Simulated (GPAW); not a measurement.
# Cu (Fm-3m) in GPAW: notebook

Runs on Cu. Level: PBE. Tasks: single point.

Everything below comes from runs of GPAW 26.7.0. Logs are shortened: lines on timing, memory, paths and dates and some standing lists are left out, and cuts for length are marked. The log counts tension as positive stress, the text compression.

## (1) The structure

The structure is cubic, space group Fm-3m (No. 225). Conventional cell: a = 3.615 Å, b = 3.615 Å, c = 3.615 Å, α = 90.00°, β = 90.00°, γ = 90.00°. Around Cu (site symmetry m-3m) lie 12 Cu at 2.56 Å.

## (2) Single point, PBE

Contents of run.py:

```python
from ase import Atoms
from ase.dft.bandgap import bandgap
from ase.io import write
from ase.units import GPa
from gpaw import GPAW, PW

atoms = Atoms(['Cu'],
              cell=[[0.0, 1.8075, 1.8075],
                    [1.8075, 0.0, 1.8075],
                    [1.8075, 1.8075, 0.0]],
              scaled_positions=[[0.0, 0.0, 0.0]],
              pbc=True)

calc = GPAW(mode=PW(600),
            xc='PBE',
            kpts={'size': (13, 13, 13), 'gamma': True},
            occupations={'name': 'methfessel-paxton', 'order': 0, 'width': 0.02},
            nbands=14,
            convergence={'density': 1e-05, 'energy': 1e-05},
            maxiter=150,
            txt='gpaw.txt')
atoms.calc = calc
energy = atoms.get_potential_energy()
forces = atoms.get_forces()
stress = atoms.get_stress()
calc.write('gs.gpw')
write('result.traj', atoms)
print(f'Energy: {energy:.6f} eV')
print('Forces (eV/A):')
print(forces.round(4))
print('Stress (GPa):', (stress / GPa).round(3))
print('Fermi level:', round(calc.get_fermi_level(), 4), 'eV')
print(f'Gap: {bandgap(calc)[0]:.4f} eV, direct: {bandgap(calc, direct=True)[0]:.4f} eV')
```

Potentials or basis: GPAW PAW data sets (gpaw-data 1.2.1), pw.

On the command line:

```bash
> OMP_NUM_THREADS=1 python run.py
```

gpaw.txt:

```text
__  _  _
 | _ |_)|_||  |
 |__||  | ||/\| - 26.7.0

Input parameters:
  mode=PW(ecut=600.0),
  convergence={'density': 1e-05, 'energy': 1e-05},
  kpts=MonkhorstPack(size=(13, 13, 13), gamma=True),
  maxiter=150,
  nbands=14,
  occupations=Occupations(name='methfessel-paxton', order=0, width=0.02),
  xc=XC(name='PBE')

Diagonalizing LCAO Hamiltonian
Converting LCAO to pw mode

       Cu

Atoms  # Å, Bohr magnetons
|   | symbol |        x |        y |        z |    initial magnetic moments |
|---|--------|----------|----------|----------|-----------------------------|
| 0 |     Cu | 0.000000 | 0.000000 | 0.000000 | ( 0.0000,  0.0000,  0.0000) |

Unit cell  # Å
| periodic |        x |        y |        z |  lengths |    angles |
|----------|----------|----------|----------|----------|-----------|
|      yes | 0.000000 | 1.807500 | 1.807500 | 2.556191 | 60.000000 |
|      yes | 1.807500 | 0.000000 | 1.807500 | 2.556191 | 60.000000 |
|      yes | 1.807500 | 1.807500 | 0.000000 | 2.556191 | 60.000000 |

Number of symmetries: 48
Symmetry operations  # r_c * U_cc + t_c -> r_c
|    | kind |            matrix            |
|----|------|------------------------------|
|  0 |  σ   |  1, 0, 0,  1, 0,-1,  1,-1, 0 |
|  1 |  C2  |  1, 0, 0,  1,-1, 0,  1, 0,-1 |
|  2 |  E   |  1, 0, 0,  0, 1, 0,  0, 0, 1 |
|  3 |  σ   |  1, 0, 0,  0, 0, 1,  0, 1, 0 |
|  4 |  C4  |  1, 0,-1,  1, 0, 0,  1,-1, 0 |
|  5 |  S6  |  1, 0,-1,  1,-1, 0,  1, 0, 0 |
|  6 |  σ   |  1, 0,-1,  0, 1,-1,  0, 0,-1 |
|  7 |  C3  |  1, 0,-1,  0, 0,-1,  0, 1,-1 |
|  8 |  S6  |  1,-1, 0,  1, 0, 0,  1, 0,-1 |
|  9 |  C4  |  1,-1, 0,  1, 0,-1,  1, 0, 0 |
| 10 |  C3  |  1,-1, 0,  0,-1, 1,  0,-1, 0 |
| 11 |  σ   |  1,-1, 0,  0,-1, 0,  0,-1, 1 |
| 12 |  σ   |  0, 1, 0,  1, 0, 0,  0, 0, 1 |
| 13 |  C4  |  0, 1, 0,  0, 1,-1, -1, 1, 0 |
| 14 |  C3  |  0, 1, 0,  0, 0, 1,  1, 0, 0 |
| 15 |  S6  |  0, 1, 0, -1, 1, 0,  0, 1,-1 |
| 16 |  C2  |  0, 1,-1,  1, 0,-1,  0, 0,-1 |
| 17 |  σ   |  0, 1,-1,  0, 1, 0, -1, 1, 0 |
| 18 |  S4  |  0, 1,-1,  0, 0,-1,  1, 0,-1 |
| 19 |  C4  |  0, 1,-1, -1, 1, 0,  0, 1, 0 |
| 20 |  C3  |  0, 0, 1,  1, 0, 0,  0, 1, 0 |
| 21 |  σ   |  0, 0, 1,  0, 1, 0,  1, 0, 0 |
| 22 |  S6  |  0, 0, 1,  0,-1, 1, -1, 0, 1 |
| 23 |  C4  |  0, 0, 1, -1, 0, 1,  0,-1, 1 |
| 24 |  S4  |  0, 0,-1,  1, 0,-1,  0, 1,-1 |
| 25 |  C3  |  0, 0,-1,  0, 1,-1,  1, 0,-1 |
| 26 |  C2  |  0, 0,-1,  0,-1, 0, -1, 0, 0 |
| 27 |  S6  |  0, 0,-1, -1, 0, 0,  0,-1, 0 |
| 28 |  S4  |  0,-1, 1,  1,-1, 0,  0,-1, 0 |
| 29 |  C4  |  0,-1, 1,  0, 0, 1, -1, 0, 1 |
| 30 |  C2  |  0,-1, 1,  0,-1, 0,  1,-1, 0 |
| 31 |  σ   |  0,-1, 1, -1, 0, 1,  0, 0, 1 |
| 32 |  C3  |  0,-1, 0,  1,-1, 0,  0,-1, 1 |
| 33 |  S6  |  0,-1, 0,  0, 0,-1, -1, 0, 0 |
| 34 |  S4  |  0,-1, 0,  0,-1, 1,  1,-1, 0 |
| 35 |  C2  |  0,-1, 0, -1, 0, 0,  0, 0,-1 |
| 36 |  C2  | -1, 1, 0,  0, 1, 0,  0, 1,-1 |
| 37 |  S6  | -1, 1, 0,  0, 1,-1,  0, 1, 0 |
| 38 |  S4  | -1, 1, 0, -1, 0, 1, -1, 0, 0 |
| 39 |  C3  | -1, 1, 0, -1, 0, 0, -1, 0, 1 |
| 40 |  S6  | -1, 0, 1,  0, 0, 1,  0,-1, 1 |
| 41 |  C2  | -1, 0, 1,  0,-1, 1,  0, 0, 1 |
| 42 |  C3  | -1, 0, 1, -1, 1, 0, -1, 0, 0 |
| 43 |  S4  | -1, 0, 1, -1, 0, 0, -1, 1, 0 |
| 44 |  C2  | -1, 0, 0,  0, 0,-1,  0,-1, 0 |
| 45 |  i   | -1, 0, 0,  0,-1, 0,  0, 0,-1 |
| 46 |  σ   | -1, 0, 0, -1, 1, 0, -1, 0, 1 |
| 47 |  C2  | -1, 0, 0, -1, 0, 1, -1, 1, 0 |

BZ-sampling:
  Number of BZ points: 2197
  Number of IBZ points: 84

  Monkhorst-Pack size: [13, 13, 13]
  Monkhorst-Pack shift: [0, 0, 0]

K-points  # in reciprocal-cell coordinates
|     |                                coordinates |     weight |
|-----|--------------------------------------------|------------|
|   0 | (  0.00000000,   0.00000000,   0.00000000) | 0.00045517 |
|   1 | (  0.07692308,   0.07692308,   0.00000000) | 0.00273100 |
|   2 | (  0.07692308,   0.07692308,   0.07692308) | 0.00364133 |
|   3 | (  0.15384615,   0.07692308,   0.07692308) | 0.00546199 |
|   4 | (  0.15384615,   0.15384615,   0.00000000) | 0.00273100 |
|   5 | (  0.15384615,   0.15384615,   0.07692308) | 0.01092399 |
|   6 | (  0.15384615,   0.15384615,   0.15384615) | 0.00364133 |
|   7 | (  0.23076923,   0.15384615,   0.07692308) | 0.01092399 |
|   8 | (  0.23076923,   0.15384615,   0.15384615) | 0.01092399 |
|   9 | (  0.23076923,   0.23076923,   0.00000000) | 0.00273100 |
| ... |                                            |            |
|  83 | (  0.46153846,   0.46153846,   0.46153846) | 0.00364133 |

Plane wave coefficients: 411
Cutoff: 600.0 eV

Spin-components: 1 (collinear spins)
Bands:           14
Projectors:      6
Spin-degeneracy: 2
Datatype:        complex128

Parallelization:
  kpt:    1
  domain: 1
  band:   1

Density:
  Valence electrons: 11.0
  Components: 1
  Grid points: [15 15 15]
  Charge: 0.0  # |e|

Potential:
  Grid points: [15 15 15]

species:
  Cu:
    name:    Copper
    Z:       29.0
    valence: 11
    core:    18
    charge:  0.0  # [|e|]
    compensation charges:
      type: gauss
      rc: 0.33  # [Å]
      lmax: 2
    cutoffs:
      filter: 2.06  # [Å]
      core: 2.43  # [Å]
    projectors
    | kind |    occ | energy [eV] | rcut [Å] |
    |------|--------|-------------|----------|
    |   4s |  1.000 |      -4.609 |    1.164 |
    |   4p |  0.000 |      -0.698 |    1.164 |
    |   3d | 10.000 |      -5.039 |    1.058 |
    |    s |        |      22.603 |    1.164 |
    |    p |        |      26.513 |    1.164 |
    |    d |        |      22.172 |    1.058 |

    Using partial waves for Cu as LCAO basis

Reference energy: -45021.451841  # eV

eigensolver:
  PPCG
  Converge bands: occupied
  niter=2

density mixing:
  MSR1-Mixer
  Pratt-step length: 0.05
  Maximum mixing coefficient: 0.75
  Old densities: 10
  SVD Regularization: 0.005
  Good broyden scale: 1.0
  Trust region scale: 1.0
  Backstep threshold: 4.0
  History deletion threshold: 6.0
  Fourier metric: weight=20.0, sigma=0.015

occupation numbers:
  Methfessel-Paxton:
    width: 0.0200  # eV
    order: 0

poisson solver:
  ecut: 4800.0  # eV

xc functional:
  name: PBE with 2 nearest neighbor stencil

convergence criteria:
- Maximum integral of absolute [dens]ity change: 1e-05 electrons / valence electron
- Maximum [total energy] change in last 3 cyles: 1e-05 eV / valence electron
- Maximum integral of absolute [eigenst]ate change: 4e-08 eV^2 / valence electron
maximum number of iterations: 150

SCF iterations
|iter     | |      energy | eigst |  dens |
|---------|-|-------------|-------|-------|
|iter:   1| |   -4.630524 | -0.41 |       |
|iter:   2| |   -4.257765 | -2.97 | -0.89 |
|iter:   3| |   -3.689646 | -1.93 | -0.99 |
|iter:   4| |   -3.679663 | -4.16 | -1.79 |
|iter:   5| |   -3.672400 | -3.54 | -1.95 |
|iter:   6| |   -3.672406 | -6.50 | -3.55 |
|iter:   7| |   -3.672404c| -6.20 | -3.56 |
|iter:   8| |   -3.672404c| -8.73c| -4.43 |
|iter:   9| |   -3.672404c| -8.42c| -5.14c|

Converged in 9 steps
Energy contributions relative to reference atoms: (reference = -45021.451841)

Energy contributions:
  Kinetic:         -11.949058
  Coulomb:           9.320959
  Zero:              0.051941
  External:          0.000000
  Xc:               -1.096179
  Entropy:          -0.000136
  Spinorbit:         0.000000
  ----------------------------
  Free energy:      -3.672472
  Extrapolated:     -3.672404

dipole moment: (-7.877838, -7.877838, -7.877838)  # |e|*Ang

Fermi level: 8.257
Eigenvalues  # (at kpt = [0.000, 0.000, 0.000])
| band index |      eig [eV] | occ [0-2] |
|------------|---------------|-----------|
|          0 |        -1.326 |     2.000 |
|          1 |         5.025 |     2.000 |
|          2 |         5.025 |     2.000 |
|          3 |         5.025 |     2.000 |
|          4 |         5.844 |     2.000 |
|          5 |         5.844 |     2.000 |
|          6 |        31.045 |     0.000 |
|          7 |        33.456 |     0.000 |
|          8 |        33.456 |     0.000 |
|          9 |        33.456 |     0.000 |
|         10 |        35.692 |     0.000 |
|         11 |        35.692 |     0.000 |
|         12 |        35.692 |     0.000 |
|         13 |        39.535 |     0.000 |

No gap
No difference between direct/indirect transitions

Forces  # eV/Ang
|        x |       y |       z |
|----------|---------|---------|
| -0.00000 | 0.00000 | 0.00000 |  # Cu   0

Stress tensor  # eV/Ang^3
|         x |         y |         z |
|-----------|-----------|-----------|
| -0.019162 |  0.000000 |  0.000000 |
|  0.000000 | -0.019162 |  0.000000 |
|  0.000000 |  0.000000 | -0.019162 |

# Writing to gs.gpw (mode='')
```

Run time: 11 s. Hardware: 1 thread of Arm Neoverse V1, shared host; peak memory 0.13 GiB.

What came out:

```yaml
Free_energy: -3.6725 eV
Pressure: 3.1 GPa
Band_gap_on_the_k_mesh: none (metal or under the smearing width)
```

Levels at points of the mesh, in eV from the Fermi level:
| k point | band 4 | band 5 | band 6 | band 7 | band 8 | band 9 |
| --- | --- | --- | --- | --- | --- | --- |
| (0.00, 0.00, 0.00) | -3.23 | -2.41 | -2.41 | 22.79 | 25.20 | 25.20 |

Caveat: with this Cu data set, volumes or pressures lay over 1.5 % or 2 GPa off other programs in two to four cells of ten.

## (3) Single point, PBE

Changes to run.py since step 2:

```diff
@@ -1,4 +1,3 @@
-from ase import Atoms
 from ase.dft.bandgap import bandgap
-from ase.io import write
+from ase.io import read, write
 from ase.units import GPa
@@ -6,8 +5,3 @@
 
-atoms = Atoms(['Cu'],
-              cell=[[0.0, 1.8075, 1.8075],
-                    [1.8075, 0.0, 1.8075],
-                    [1.8075, 1.8075, 0.0]],
-              scaled_positions=[[0.0, 0.0, 0.0]],
-              pbc=True)
+atoms = read('Cu.xyz')
 
@@ -16,3 +10,3 @@
             kpts={'size': (13, 13, 13), 'gamma': True},
-            occupations={'name': 'methfessel-paxton', 'order': 0, 'width': 0.02},
+            occupations={'name': 'methfessel-paxton', 'order': 0, 'width': 0.020999999999999998},
             nbands=14,
```

Contents of Cu.xyz:

```xyz
1
Lattice="0.0000000000 1.8075000000 1.8075000000 1.8075000000 0.0000000000 1.8075000000 1.8075000000 1.8075000000 0.0000000000" Properties=species:S:1:pos:R:3 pbc="T T T"
Cu     0.0000000000      0.0000000000      0.0000000000
```

Potentials or basis: GPAW PAW data sets (gpaw-data 1.2.1), pw.

On the command line:

```bash
> OMP_NUM_THREADS=1 python run.py
```

Run time: 11 s. Hardware: 1 thread of Arm Neoverse V1, shared host; peak memory 0.13 GiB.

The run converged. Its results:

* Free energy: -3.6725 eV
* Pressure: 3.1 GPa
* Band gap on the k mesh: none (metal or under the smearing width)

Levels at points of the mesh, in eV from the Fermi level:
| k point | band 3 | band 4 | band 5 | band 6 | band 7 | band 8 | band 9 | band 10 |
| --- | --- | --- | --- | --- | --- | --- | --- | --- |
| (0.00, 0.00, 0.00) | -3.23 | -3.23 | -2.41 | -2.41 | 22.79 | 25.20 | 25.20 | 25.20 |

Caveat: with this Cu data set, volumes or pressures lay over 1.5 % or 2 GPa off other programs in two to four cells of ten.

## (4) Single point, PBE

Changes to run.py since step 3:

```diff
@@ -1,3 +1,4 @@
+from ase import Atoms
 from ase.dft.bandgap import bandgap
-from ase.io import read, write
+from ase.io import write
 from ase.units import GPa
@@ -5,3 +6,8 @@
 
-atoms = read('Cu.xyz')
+atoms = Atoms(['Cu'],
+              cell=[[0.0, 1.8075, 1.8075],
+                    [1.8075, 0.0, 1.8075],
+                    [1.8075, 1.8075, 0.0]],
+              scaled_positions=[[0.0, 0.0, 0.0]],
+              pbc=True)
 
@@ -10,3 +16,3 @@
             kpts={'size': (13, 13, 13), 'gamma': True},
-            occupations={'name': 'methfessel-paxton', 'order': 0, 'width': 0.020999999999999998},
+            occupations={'name': 'methfessel-paxton', 'order': 0, 'width': 0.022},
             nbands=14,
```

On the command line:

```bash
> OMP_NUM_THREADS=1 python run.py
```

It took 11 s on 1 thread of Arm Neoverse V1, shared host; peak memory 0.13 GiB.

It converged, with:

- Free energy: -3.6725 eV
- Pressure: 3.1 GPa
- Band gap on the k mesh: none (metal or under the smearing width)

Levels at points of the mesh, in eV from the Fermi level:
```tsv
k point	band 2	band 3	band 4	band 5	band 6	band 7	band 8	band 9	band 10
(0.00, 0.00, 0.00)	-3.23	-3.23	-3.23	-2.41	-2.41	22.79	25.20	25.20	25.20
```

Caveat: with this Cu data set, volumes or pressures lay over 1.5 % or 2 GPa off other programs in two to four cells of ten.

## (5) Summary

```csv
smearing,gap on the mesh (eV),pressure (GPa)
gaussian 0.02 eV,none,3.1
gaussian 0.021 eV,none,3.1
gaussian 0.022 eV,none,3.1
```

Alike in all rows: task single point; level PBE; potentials or basis GPAW PAW data sets (gpaw-data 1.2.1), pw; no spin polarisation; cell as given; k mesh 13 × 13 × 13; cutoff (eV) 600.

Every run on the cell as given and a fine mesh finds a metal.

Caveats: with this Cu data set, volumes or pressures lay over 1.5 % or 2 GPa off other programs in two to four cells of ten.

Total energies depend on the potentials used, so only differences within one code and one set of settings carry meaning.
